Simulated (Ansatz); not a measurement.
# B2As: the cost of one run

Method: DFT PBE, scalar-relativistic, plane waves, PAW, in Ansatz 0.2.0.

2 further runs of the same task are left out: 1 that didn't finish, 1 set aside as unsound or not needed.

### 1 The starting structure

The structure is monoclinic, space group C2/c (No. 15). Conventional cell: a = 5.424 Å, b = 5.118 Å, c = 5.328 Å, α = 90.00°, β = 108.53°, γ = 90.00°. B (site symmetry 1) has 1 B at 1.67 Å as nearest neighbours. Around As (site symmetry -1) lie 6 B at 2.16 to 2.27 Å.

Structure file:

```cif
data_structure
_symmetry_space_group_name_H-M 'P 1'
_symmetry_Int_Tables_number 1
_cell_length_a 3.7287
_cell_length_b 3.7287
_cell_length_c 5.3285
_cell_angle_alpha 103.364
_cell_angle_beta 103.364
_cell_angle_gamma 86.683
_cell_volume 70.12
loop_
_atom_site_label
_atom_site_type_symbol
_atom_site_fract_x
_atom_site_fract_y
_atom_site_fract_z
_atom_site_occupancy
B1 B 0.17222 0.47460 0.42106 1
B2 B 0.52540 0.82778 0.07894 1
B3 B 0.82778 0.52540 0.57894 1
B4 B 0.47460 0.17222 0.92106 1
As1 As 0.00000 0.50000 0.00000 1
As2 As 0.50000 0.00000 0.50000 1
```

The cell was relaxed beforehand at this level, from a generated guess; it needn't be the stable form of this composition. At a tolerance of 0.05 Å it has space group C2/c (No. 15); it has 11.69 Å³/atom, an uncorrected energy of +0.97 eV/atom over the elements.

### 2 Electronic structure at the relaxed geometry

input.yaml

```yaml
crystal:
  lattice:
    - [2.7117534772, -2.5591635707, -0.0115687625]
    - [2.7117534772, 2.5591635707, -0.0115687625]
    - [-1.6718334278, 0.0, 5.0594206172]
  atoms:
    - { symbol: B, position: [0.172215901, 0.4746022989, 0.4210565911] }
    - { symbol: B, position: [0.5253977011, 0.827784099, 0.0789434089] }
    - { symbol: B, position: [0.827784099, 0.5253977011, 0.5789434089] }
    - { symbol: B, position: [0.4746022989, 0.172215901, 0.9210565911] }
    - { symbol: As, position: [0.0, 0.5, 0.0] }
    - { symbol: As, position: [0.5, 0.0, 0.5] }
basis:
  ecutwfc: 420
kpoints:
  mp_grid: { grid: [10, 10, 8] }
  band_path:
    path:
      - [[0.0, 0.0, 0.0], [-0.49766641, 0.49766641, 0.0]]
      - [[-0.50233359, -0.49766641, 0.0], [-0.5, -0.5, 0.0], [0.0, 0.0, 0.0], [-0.5, -0.5, 0.5], [-0.58244673, -0.41755327, 0.5]]
      - [[-0.41755327, 0.41755327, 0.5], [0.0, 0.0, 0.5], [0.0, 0.0, 0.0]]
      - [[-0.5, 0.0, 0.5], [0.0, 0.0, 0.0], [-0.5, 0.0, 0.0]]
    npoints: 14
hamiltonian:
  xc: pbe
scf:
  occupations: { method: gaussian, width: 0.1 }
  n_extra_bands: 15
output:
  forces: true
  stress: true
  eigenvalues: true
  populations: true
  dos: { projected: true, de: 0.02, nscf_kmesh: { grid: [12, 12, 10] } }
  bader: true
  write_density: true
  write_potential: true
  elf: true
  volumetric_format: npy
```

Launch:

```console
ansatz run input.yaml --threads 1 --pin off --max-ram 2560MiB --backend cpu --events-out ev --progress --plain --runs-dir out
```

What time and memory should one allow on 1 thread of Arm Neoverse V1, shared host?

About 2.7 min, with a peak of 0.82 GiB.
